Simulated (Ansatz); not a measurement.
# RbCl (Fm-3m) in Ansatz: a series of runs

The runs below take RbCl through dielectric tensor, single point, equation of state, with PBE, LDA.

Program: Ansatz 0.2.0. These are calculated values, not measurements. Logs are shortened: lines on timing, memory, paths and dates and some standing lists are left out, and cuts for length are marked.

**The experiment to reproduce.**

From a printed reference work, textbook, for a bulk crystal of RbCl at 80 K: high-frequency dielectric constant 2.19.

The runs below are set against these values where they give the same quantity.

**1. The crystal as given**

The structure is cubic, space group Fm-3m (No. 225). The conventional cell has a = 6.548 Å, b = 6.548 Å, c = 6.548 Å, α = 90.00°, β = 90.00°, γ = 90.00°. Rb (site symmetry m-3m) has 6 Cl at 3.27 Å as nearest neighbours. Cl (site symmetry m-3m) has 6 Rb at 3.27 Å as nearest neighbours.

**2. Dielectric tensor, PBE**

The input, input.yaml:

```yaml
crystal:
  lattice:
    - [0.0, 3.274, 3.274]
    - [3.274, 0.0, 3.274]
    - [3.274, 3.274, 0.0]
  atoms:
    - { symbol: Rb, position: [0.0, 0.0, 0.0] }
    - { symbol: Cl, position: [0.5, 0.5, 0.5] }
kpoints:
  mp_grid: { grid: [7, 7, 7] }
scf:
  occupations: { method: fixed }
hamiltonian:
  xc: pbe
  pseudopotentials: { kind: all_electron, datasets: crystal }
output: {}
dielectric: {}
```

Potentials or basis: all-electron PAW datasets made for the crystal.

The run is started by

```sh
$ ansatz run input.yaml --threads 1 --pin off --max-ram 3072MiB --backend cpu --events-out ev --progress --plain --runs-dir out
```

The log of the run:

```text
Warning: RAYON_NUM_THREADS=1 ignored (pool sized by the plan → 1); use --threads N
hamiltonian.pseudopotentials.datasets: crystal makes datasets for this crystal and solves the spheres of its atoms anew in each pass: cutoff 250.0 eV, the density's 1000.0 eV; for an error of 0.50 meV an atom under PBE, 1.0 meV for the cell; an energy difference from a run of another recipe may be off by several times the error for the cell, under r2SCAN by more, where some 0.1 meV an atom stays at smaller errors; in a run that uses the all-electron wave functions in the spheres, carries its plane waves along with the cell (elastic.basis: deformed) or is on a recipe of such a run or, without exact exchange, of a hybrid, they include no finite-basis correction of the energy (for plane waves above the cutoff): energies differ from those of runs with it by up to 1.1 meV an atom at a dataset_error of 0.2 meV (4 under r2SCAN), and by more at a larger error or with an open f shell (one dataset_recipe, of a run without it, keeps both alike, but for a hybrid, which always has it); Cl in spheres of 1.376 Å, 7 of its electrons in bands; Rb in spheres of 1.376 Å, 9 of its electrons in bands
Engine: ansatz 0.2.0, aarch64-unknown-linux-gnu
Pseudopotentials: kind: all_electron
Pseudopotential: Rb, paw, valence charge 9, recommended cutoff 250 eV (normal), crystal/all_electron/pbe/scalar/gaussian/Rb, Koelling and Harmon's equation, gaussian nucleus
Pseudopotential: Cl, paw, valence charge 7, recommended cutoff 250 eV (normal), crystal/all_electron/pbe/scalar/gaussian/Cl, Koelling and Harmon's equation, gaussian nucleus
Functional definition: PBE
  parameter kappa = 0.804
  parameter beta = 0.06672455060314922
  exchange = pbe_x(kappa = kappa, mu = beta*pi^2/3)
  correlation = pbe_c(beta = beta)
davidson cushion auto → on  (no smearing: the cushion is to keep the highest requested band from converging to the state above it; pin scf.eigensolver.cushion to override)
Crystal: 2 atoms, lattice volume = 70.189 Å³
Basis set: ecut = 250 eV, 609 PW (Γ), exchange–correlation on 48×48×48 points (8 copies of the dense FFT grid, shifted against one another)
Bands: 12, of which v1, the nominal top of the filled ones, is band 8 counted from 1 (7 counted from 0)
Symmetry: 48 space group operations
k-points: 40 of 343 (irreducible under 8 space group operations, time reversal used)
Non-local potential: Rb, projectors of the file, l = 0: 2, l = 1: 2, l = 2: 2
Non-local potential: Cl, projectors of the file, l = 0: 1, l = 1: 1
PAW form: soft (Blöchl's): semilocal exchange-correlation on the pseudo side does not see the compensation charge
PAW one-centre angular grid: Rb, 110 points (default); XC on its mesh's 1897 points in the sphere
PAW one-centre angular grid: Cl, 110 points (default); XC on its mesh's 1981 points in the sphere
Initial density: superposition of atomic densities (neutral atoms: chi_scale 0, normalization atom)
Initial wavefunctions: pseudopotential atomic-orbital guess
Functional: x = pbe(κ = 0.804, μ = 0.2195149727645171), c = pbe(β = 0.06672455060314922)
iter 1 solved again at ethr=8.00e-3 eV; its pass at ethr=1.00e-1 eV (dr2=1.28e0 eV) is discarded
SCF iter   1: F=—  HF=-93684.925467 eV  |F-HF|=—  |Δ(HF+E_count)|=         —  Δρ=2.69e-2  dr2=1.29e0  ethr=8.00e-3  ⟨swp⟩=3.1  Hψ=2961  notcnv=1
preconditioner: auto → none  [insulator: Δε(μ)=5.894 eV  Ē_g=14.145 eV  n_scr=14 (ndim 8)  ℏωp=16.6 eV  f_vac=0.000  ε∞_Penn≈2.4]
iter 2 solved again at ethr=5.14e-4 eV; its pass at ethr=8.00e-3 eV (dr2=8.23e-2 eV) is discarded
SCF iter   2: F=—  HF=-93684.536423 eV  |F-HF|=—  |Δ(HF+E_count)|=   3.89e-1  Δρ=1.21e-2  dr2=8.29e-2  ethr=5.14e-4  ⟨swp⟩=2.3  Hψ=2775  notcnv=0  defer=4
SCF iter   3: F=—  HF=-93684.539113 eV  |F-HF|=—  |Δ(HF+E_count)|=   2.69e-3  Δρ=4.57e-3  dr2=1.55e-2  ethr=5.14e-4  ⟨swp⟩=3.1  Hψ=1216  notcnv=0
SCF iter   4: F=—  HF=-93684.547708 eV  |F-HF|=—  |Δ(HF+E_count)|=   8.59e-3  Δρ=3.95e-4  dr2=1.28e-4  ethr=9.67e-5  ⟨swp⟩=3.9  Hψ=1397  notcnv=0  defer=2
SCF iter   5: F=—  HF=-93684.547923 eV  |F-HF|=—  |Δ(HF+E_count)|=   2.14e-4  Δρ=7.76e-5  dr2=4.77e-6  ethr=8.02e-7  ⟨swp⟩=4.1  Hψ=1755  notcnv=0
SCF iter   6: F=—  HF=-93684.547933 eV  |F-HF|=—  |Δ(HF+E_count)|=   1.07e-5  Δρ=7.29e-6  dr2=3.46e-8  ethr=2.98e-8  ⟨swp⟩=4.2  Hψ=1616  notcnv=0
SCF iter   7: F=—  HF=-93684.547933 eV  |F-HF|=—  |Δ(HF+E_count)|=   9.03e-8  Δρ=9.46e-7  dr2=7.22e-10  ethr=2.17e-10  ⟨swp⟩=4.8  Hψ=1707  notcnv=0  defer=12
SCF iter   8: F=-93684.547933 eV  HF=-93684.547933 eV  |F-HF|=2.91e-11  |Δ(HF+E_count)|=  4.66e-10  Δρ=1.06e-7  dr2=2.55e-12  ethr=4.51e-12  ⟨swp⟩=4.9  Hψ=1758  notcnv=0  defer=3
SCF 1 converged in 8 iterations: F = -93684.547933 eV  dr2 = 2.55e-12
the response reads at least the filled bands of the reference SCF and the lowest empty band at each k-point, and that SCF's band table does not vouch for those bands. The notice of the band table in this run's record says why
NSCF: frozen V_eff on 5 k-points
DFPT response loops at Γ: preconditioner auto → none (the input reference at scf.mixing.eps_inf says where Resta's filter doesn't serve); β = 0.50; Broyden in place of MSR1
SCF converged after 8 iterations
Free energy (F): -93684.547933 eV
Harris-Foulkes:  -93684.547933 eV  (|F-HF|=2.91e-11)
Internal energy: -93684.547933 eV  (E = F + TS)
E sigma→0 (E₀):  -93684.547933 eV
Past the cutoff: waves up to 1.5 times it would add -0.000042 eV an atom, which no energy here includes
By the cutoff:   a pressure is off by up to 0.005 GPa (6 times that energy over an atom's volume, and 0.004 GPa: a bound that held against runs at twice the plane waves)
Past the cutoffs: a stress includes 0.0003 GPa for waves and charges beyond them
In the spheres:  the bands' charges fall short by 2.3e-6 e at most (sound up to 1e-3)
Fermi energy:    2.078450 eV
--- Per-component energies (eV) ---
  E_band       = -88.501242
  E_kinetic    = 259.882032
  E_local      = -516.424070  (includes V_loc(G=0)·N_el)
  E_nonlocal   = 15.423047
  E_hartree    = 240.407180
  E_xc         = -150.416771
  E_vxc        = -194.681142  (∫ρ·V_xc dr)
  E_paw        = -94012.551503  (= ΣΔE_a)
  E_vpaw       = -1418.986440  (= ΣTr[D̂ρ^β])
  E_ewald      = -806.338818
  E_smearing   = -0.000000  (= −TS)
  E_closure    = 1285.470969  (closes the sum)
  Σ components = -93684.547933   (vs F -93684.547933, Δ=0.00e0)
  The terms above E_closure are by the made datasets' own strengths, without shells solved beside the bands.
--- Band table (eV; the first three rows and the last of 40) ---
  k-point 0: bands = ["-21.8083", "-9.9318", "-5.8541", "-5.8541", "-5.8541", "2.0785", "2.0785", "2.0785", "7.1286", "10.0731", "10.0731", "10.0731"]
  k-point 1: bands = ["-21.8051", "-9.9447", "-5.8565", "-5.8565", "-5.8483", "1.8775", "2.0084", "2.0084", "7.6021", "9.9336", "10.3301", "10.3301"]
  k-point 2: bands = ["-21.7978", "-9.9735", "-5.8618", "-5.8618", "-5.8355", "1.4946", "1.8585", "1.8585", "8.7107", "9.8701", "11.0617", "11.0617"]
  k-point 39: bands = ["-21.7865", "-9.9237", "-6.0553", "-5.9979", "-5.8489", "1.6039", "1.8251", "1.8357", "9.4746", "10.1652", "11.4840", "11.6372"]
--- Dielectric response (ions clamped): 1 representative field direction + reference, on 40 of 343 k-points (Σ response iterations 11) ---
  k mesh reduced under 8 symmetry operations, with k and −k counted as one. Each operation leaves every solved perturbation unchanged. A smaller set is not considered because the run solves the response to a homogeneous field
  ε∞ (high-frequency dielectric tensor):
        2.354249    -0.000000    -0.000000
        0.000000     2.354249    -0.000000
        0.000000     0.000000     2.354249
  Born effective charges Z* (e; rows j = field, columns β = displacement):
    site 0:
         1.16484    0.00000   -0.00000
         0.00000    1.16484    0.00000
         0.00000   -0.00000    1.16484
    site 1:
        -1.16484   -0.00000    0.00000
         0.00000   -1.16484   -0.00000
         0.00000    0.00000   -1.16484
  Z* charge neutrality: 5.937e-5 e pre-enforcement
  k-mesh period / interband length: 32.4 Å / 1.19 Å = 27.28 at k = (0.0000, 0.0000, 0.0000), direct gap 5.050 eV — 14 or more, which is no proof of convergence
```

Run time: 17 s. Hardware: 1 thread of Arm Neoverse V1, shared host; peak memory 0.45 GiB.

What came out:

```
Free energy                             : -93684.5479 eV
Band gap on the k mesh                  : 5.05 eV, direct
Electronic dielectric tensor (diagonal) : 2.35
Born charges (mean of the diagonal)     : Rb +1.16; Cl -1.16 e
```

Electronic dielectric tensor:
```
2.35 0.00 0.00
0.00 2.35 0.00
0.00 0.00 2.35
```

Born effective charge tensors (e):
atom 1, Rb
```
1.16 0.00 0.00
0.00 1.16 0.00
0.00 0.00 1.16
```
atom 2, Cl
```
-1.16  0.00  0.00
 0.00 -1.16  0.00
 0.00  0.00 -1.16
```

Caveat: an odd mesh through Γ misses points on the zone boundary, where band edges often lie.

**3. Single point, LDA, 32.99 Å³/atom (volume scaled by 0.94)**

The input, input.yaml:

```yaml
crystal:
  lattice:
    - [0.0, 3.2071649199, 3.2071649199]
    - [3.2071649199, 0.0, 3.2071649199]
    - [3.2071649199, 3.2071649199, 0.0]
  atoms:
    - { symbol: Rb, position: [0.0, 0.0, 0.0] }
    - { symbol: Cl, position: [0.5, 0.5, 0.5] }
kpoints:
  mp_grid: { grid: [7, 7, 7] }
scf:
  occupations: { method: fermi_dirac, width: 0.05 }
hamiltonian:
  xc: lda
  pseudopotentials: { kind: all_electron, lapw: { basis_error: 0.001 } }
output:
  forces: true
  stress: true
  eigenvalues: true
```

Potentials or basis: all-electron LAPW, scalar-relativistic.

The run is started by

```sh
$ ansatz run input.yaml --threads 1 --pin off --max-ram 3072MiB --backend cpu --events-out ev --progress --plain --runs-dir out
```

Wall time 4 s (1 thread of Arm Neoverse V1, shared host); peak memory 0.23 GiB.

Results (log left out):

```yaml
Free_energy: -93552.7651 eV
Pressure: -0.4 GPa
Band_gap_on_the_k_mesh: 4.79 eV, direct
```

**4. Single point, LDA, 33.69 Å³/atom (volume scaled by 0.96)**

input.yaml, as its differences from that of step 3:

```diff
@@ -2,5 +2,5 @@
   lattice:
-    - [0.0, 3.2071649199, 3.2071649199]
-    - [3.2071649199, 0.0, 3.2071649199]
-    - [3.2071649199, 3.2071649199, 0.0]
+    - [0.0, 3.2297513325, 3.2297513325]
+    - [3.2297513325, 0.0, 3.2297513325]
+    - [3.2297513325, 3.2297513325, 0.0]
   atoms:
```

The run is started by

```sh
$ ansatz run input.yaml --threads 1 --pin off --max-ram 3072MiB --backend cpu --events-out ev --progress --plain --runs-dir out
```

Run time: 3.9 s. Hardware: 1 thread of Arm Neoverse V1, shared host; peak memory 0.23 GiB.

The run converged. Its results:

- Free energy: -93552.7602 eV
- Pressure: -0.8 GPa
- Band gap on the k mesh: 4.72 eV, direct

**5. Single point, LDA, 34.39 Å³/atom (volume scaled by 0.98)**

input.yaml, as its differences from that of step 4:

```diff
@@ -2,5 +2,5 @@
   lattice:
-    - [0.0, 3.2297513325, 3.2297513325]
-    - [3.2297513325, 0.0, 3.2297513325]
-    - [3.2297513325, 3.2297513325, 0.0]
+    - [0.0, 3.2520261836, 3.2520261836]
+    - [3.2520261836, 0.0, 3.2520261836]
+    - [3.2520261836, 3.2520261836, 0.0]
   atoms:
```

The run is started by

```sh
$ ansatz run input.yaml --threads 1 --pin off --max-ram 3072MiB --backend cpu --events-out ev --progress --plain --runs-dir out
```

Wall time 3.8 s (1 thread of Arm Neoverse V1, shared host); peak memory 0.23 GiB.

It converged, with:

```
Free energy            : -93552.7520 eV
Pressure               : -1.1 GPa
Band gap on the k mesh : 4.66 eV, direct
```

**6. Single point, LDA, 35.09 Å³/atom**

input.yaml, as its differences from that of step 5:

```diff
@@ -2,5 +2,5 @@
   lattice:
-    - [0.0, 3.2520261836, 3.2520261836]
-    - [3.2520261836, 0.0, 3.2520261836]
-    - [3.2520261836, 3.2520261836, 0.0]
+    - [0.0, 3.274, 3.274]
+    - [3.274, 0.0, 3.274]
+    - [3.274, 3.274, 0.0]
   atoms:
```

Potentials or basis: all-electron LAPW, scalar-relativistic.

The run is started by

```sh
$ ansatz run input.yaml --threads 1 --pin off --max-ram 3072MiB --backend cpu --events-out ev --progress --plain --runs-dir out
```

Run time: 3.7 s. Hardware: 1 thread of Arm Neoverse V1, shared host; peak memory 0.23 GiB.

The run converged. Its results:

| Quantity | Value |
| --- | --- |
| Free energy | -93552.7410 eV |
| Pressure | -1.4 GPa |
| Band gap on the k mesh | 4.60 eV, direct |

Caveat: an odd mesh through Γ misses points on the zone boundary, where band edges often lie.

**7. Single point, LDA, 35.80 Å³/atom (volume scaled by 1.02)**

input.yaml, as its differences from that of step 6:

```diff
@@ -2,5 +2,5 @@
   lattice:
-    - [0.0, 3.274, 3.274]
-    - [3.274, 0.0, 3.274]
-    - [3.274, 3.274, 0.0]
+    - [0.0, 3.2956827511, 3.2956827511]
+    - [3.2956827511, 0.0, 3.2956827511]
+    - [3.2956827511, 3.2956827511, 0.0]
   atoms:
```

The run is started by

```sh
$ ansatz run input.yaml --threads 1 --pin off --max-ram 3072MiB --backend cpu --events-out ev --progress --plain --runs-dir out
```

Wall time 3.7 s (1 thread of Arm Neoverse V1, shared host); peak memory 0.23 GiB.

Results (log left out):

```
Free energy            : -93552.7275 eV
Pressure               : -1.7 GPa
Band gap on the k mesh : 4.54 eV, direct
```

Caveat: an odd mesh through Γ misses points on the zone boundary, where band edges often lie.

**8. Single point, LDA, 36.50 Å³/atom (volume scaled by 1.04)**

input.yaml, as its differences from that of step 7:

```diff
@@ -2,5 +2,5 @@
   lattice:
-    - [0.0, 3.2956827511, 3.2956827511]
-    - [3.2956827511, 0.0, 3.2956827511]
-    - [3.2956827511, 3.2956827511, 0.0]
+    - [0.0, 3.3170838881, 3.3170838881]
+    - [3.3170838881, 0.0, 3.3170838881]
+    - [3.3170838881, 3.3170838881, 0.0]
   atoms:
```

The run is started by

```sh
$ ansatz run input.yaml --threads 1 --pin off --max-ram 3072MiB --backend cpu --events-out ev --progress --plain --runs-dir out
```

It took 3.8 s on 1 thread of Arm Neoverse V1, shared host; peak memory 0.23 GiB.

The run converged. Its results:

```
Free energy            : -93552.7118 eV
Pressure               : -1.9 GPa
Band gap on the k mesh : 4.48 eV, direct
```

Caveat: an odd mesh through Γ misses points on the zone boundary, where band edges often lie.

**9. Single point, LDA, 37.20 Å³/atom (volume scaled by 1.06)**

input.yaml, as its differences from that of step 8:

```diff
@@ -2,5 +2,5 @@
   lattice:
-    - [0.0, 3.3170838881, 3.3170838881]
-    - [3.3170838881, 0.0, 3.3170838881]
-    - [3.3170838881, 3.3170838881, 0.0]
+    - [0.0, 3.3382123806, 3.3382123806]
+    - [3.3382123806, 0.0, 3.3382123806]
+    - [3.3382123806, 3.3382123806, 0.0]
   atoms:
```

Potentials or basis: all-electron LAPW, scalar-relativistic.

The run is started by

```sh
$ ansatz run input.yaml --threads 1 --pin off --max-ram 3072MiB --backend cpu --events-out ev --progress --plain --runs-dir out
```

Run time: 3.7 s. Hardware: 1 thread of Arm Neoverse V1, shared host; peak memory 0.23 GiB.

Results (log left out):

```
Free energy            : -93552.6942 eV
Pressure               : -2.1 GPa
Band gap on the k mesh : 4.43 eV, direct
```

Caveat: an odd mesh through Γ misses points on the zone boundary, where band edges often lie.

**10. Equation of state, LDA**

This step only gathers the single runs of the series.

What came out:

```yaml
Equilibrium_volume: "32.43 Å³/atom (rough: see the caveat)"
Bulk_modulus: 22 GPa (rough)
```

Energy against volume, from the lowest point:
```csv
volume (Å³/atom),energy (meV/atom)
32.989,0.00
33.690,2.46
34.392,6.55
35.094,12.08
35.796,18.83
36.498,26.67
37.200,35.45
```

Caveat: the minimum lies outside the volumes run.

**11. Against experiment**

Step 2. A measured high-frequency dielectric constant of RbCl is 2.19 (80 K; a printed reference work, textbook); the calculated 2.35 misses it by +7.5 %.
